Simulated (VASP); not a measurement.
A run of VASP 6.6.1 is set up as follows.

The input INCAR:

```
  ALGO = Normal
  EDIFF = 1E-6
  ENCUT = 520
  GGA = PS
  ISIF = 2
  ISMEAR = 0
  LASPH = T
  LCHARG = T
  LELF = T
  LREAL = F
  LVHAR = T
  LWAVE = F
  NBANDS = 13
  NELM = 100
  PREC = Accurate
  SIGMA = 0.1
```

The input KPOINTS:

```
k-points
0
Gamma
  6 6 6
```

File POSCAR:

```
Se
1.0
    0.0000000000      3.1255665700      3.1255665700
    3.1255665700      0.0000000000      3.1255665700
    3.1255665700      3.1255665700      0.0000000000
Se
2
Direct
    0.5000000000      0.5000000000      0.5000000000
    0.7500000000      0.7500000000      0.7500000000
```

Potentials or basis: VASP PAW PBE potentials, release 64 (Se).

Launch:

```bash
$ cat potpaw_PBE.64/Se/POTCAR > POTCAR
$ mpirun -np 1 vasp_std > vasp.out
```

(1) Predict the band gap on the k mesh.

(2) What does it give for the pressure?

## Answers

(1) none (metal or under the smearing width).

(2) -0.6 GPa.

Caveat: the PAW data sets were made with another functional, which shifts forces and pressure a little.
